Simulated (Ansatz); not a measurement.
Here is an Ansatz 0.2.0 calculation.

input.yaml

```yaml
crystal:
  lattice:
    - [0.0, 2.035, 2.035]
    - [2.035, 0.0, 2.035]
    - [2.035, 2.035, 0.0]
  atoms:
    - { symbol: Au, position_ang: [0.0, 0.0, 0.0], spin: 0.501, spin_axis: [0.57735, 0.57735, 0.57735] }
kpoints:
  mp_grid: { grid: [8, 8, 8] }
scf:
  occupations: { method: gaussian, width: 0.1 }
hamiltonian:
  xc: pbesol
  pseudopotentials:
    kind: all_electron
    lapw: { basis_error: 0.0001 }
    nuclear_model: point
  hubbard:
    sites: [{ species: Au, l: d, u_eff: 3.5 }]
    double_counting: fll
    projectors: ortho-atomic
magnetization:
  noncollinear: true
output:
  forces: true
  stress: true
  eigenvalues: true
```

Potentials or basis: all-electron LAPW, point nuclei.

Command:

```sh
$ ansatz run input.yaml --threads 1 --pin off --max-ram 2560MiB --backend cpu --events-out ev --progress --plain --runs-dir out
```

Estimate the absolute moment.

0.00 μB per cell.

Predict the pressure.

4.9 GPa.

What does it give for the net moment?

0.00 μB per cell.

Moments on the atoms (μB; x, y, z):
```
Au  0.00 0.00 0.00
```

Caveat: the U is typed as a test and isn't derived for this compound; the starting moments weren't kept. The state reached can hang on the start; a lower one may exist.
